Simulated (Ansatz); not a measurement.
**Ag: how the axes shrink under pressure**

Ag, P6_3/mmc, a = 2.904 Å, c = 4.748 Å. This isn't the element's structure at ambient conditions. Ansatz: r2SCAN, PAW, 500 eV, Γ-centred 18×18×10 mesh on 2 atoms, Gaussian smearing 0.10 eV; no spin polarisation. Cell and atoms are relaxed at each pressure, and no other structure is tried, so the rows at high pressure may lie past a change of phase. y = 100 ln(c/c0) with c0 = 4.7475 Å, so nearly a change in per cent. The pressures are the targets, met within 0.04 GPa.

| P (GPa) | y | 100 ln(a/a0) |
| --- | --- | --- |
| -1.0 | 0.33 | 0.33 |
| 0.0 | 0.00 | 0.00 |
| 1.0 | -0.33 | -0.33 |
| 4.0 | -1.17 | -1.19 |
| 12.0 | -3.01 | -3.03 |
| 25.0 | -5.23 | -5.21 |
| 50.0 | ? | ? |
| 90.0 | -11.33 | -11.27 |

Question: Fit y = c1 P + c2 P² to the other rows, give the linear compressibility along c, and predict the missing y.

Answer: Least squares on the rows shown. y = −0.2505 P + 0.001386 P². The linear compressibility along c is −c1/100 = 2.50 per TPa, against 2.50 along a from the same fit to the last column (its missing entry is -8.13): the crystal is about as stiff along both at low pressure. The runs next to zero pressure give 3.26 and 3.26, so a parabola over the whole range misstates the start. With a term in P³ added, the coefficient of P becomes -0.3022, 21 % more, which shows how far this figure hangs on the form. At P = 50.0 the fit asked for gives -9.06. The run gave -8.21, so the fit is 0.85 too low, 7.3 % of the span of the series, against an rms of 0.14 on the fitted rows. With a term in P³ added, a fit to the same known rows predicts -7.49, which misses by about as much or more on the other side: the known rows don't fix the higher terms.